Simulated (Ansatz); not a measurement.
# BeO (wurtzite), frozen-phonon scan

Starting cell, BeO (wurtzite):

```
BeO
1.0
    5.42363     0.00000     0.00000
   -1.35591     2.34850     0.00000
    0.00000     0.00000     4.40456
Be O
4 4
Cartesian
  1.35591   0.78283   0.00656
  4.06772   0.78283   0.00656
  0.00000   1.56567   2.20884
  2.71181   1.56567   2.20884
  1.35591   0.78283   2.74717
  4.06772   0.78283   2.74717
  0.00000   1.56567   0.54489
  2.71181   1.56567   0.54489
```

The atoms are displaced by Q × the pattern below (from a DFPT mode at M = (0.5, 0.0, 0.0), largest move 1; Q in Å), at fixed cell. (q is in reciprocal vectors of the primitive cell; the cell shown is doubled to hold the pattern.)

```csv
atom,x,y,z
Be1,0.500,-0.866,0.000
Be2,-0.500,0.866,0.000
Be3,-0.500,0.866,0.000
Be4,0.500,-0.866,0.000
O5,0.251,-0.435,0.000
O6,-0.251,0.435,0.000
O7,-0.251,0.435,0.000
O8,0.251,-0.435,0.000
```

The numbers are results of PBE (plane waves to 420 eV, PAW, scalar-relativistic; Ansatz, an electronic-structure program), not measurements. k mesh 7×14×8 (Γ-centred), Fermi-Dirac smearing 0.05 eV. E stands for the smeared free energy. Compression counts positive. BeO was relaxed with its symmetry unable to fall. ΔE is measured from the undisplaced structure.

```
Q (Å)   ΔE (meV/cell)  P (GPa)  −dE/dQ from forces (eV/Å)
------  -------------  -------  -------------------------
-0.180           1431     13.9                     17.165
-0.150            969      9.6                     13.660
-0.120            607      6.1                     10.503
-0.090            336      3.4                      7.629
-0.060            148      1.5                      4.968
-0.030             37      0.4                      2.448
0.000               0      0.0                      0.000
0.030              37      0.4                     -2.448
0.060             148      1.5                     -4.968
0.090             336      3.4                     -7.629
0.120             607      6.1                    -10.503
0.150             969      9.6                    -13.660
0.180            1431     13.9                    -17.165
```

Read from the data:

* **Energy at Q = 0.180 Å**: 1431 meV/cell
* **Space group of the distorted cell**: Pca2_1 (No. 29), lowered from P6_3mc
* **Symmetry of the curve**: even: the same for both signs
* **Shape of the curve**: a single well with its minimum at or next to zero displacement
* **Harmonic wavenumber from the curvature (finite differences)**: 650 cm⁻¹
* **Wavenumber by perturbation theory (DFPT, on another k mesh)**: 650 cm⁻¹

The 13 points together took about 3 core-minutes (a rough figure).

(For displaced atoms, the force is minus the slope of the energy, and its curvature is a force constant, which sets phonon frequencies.)
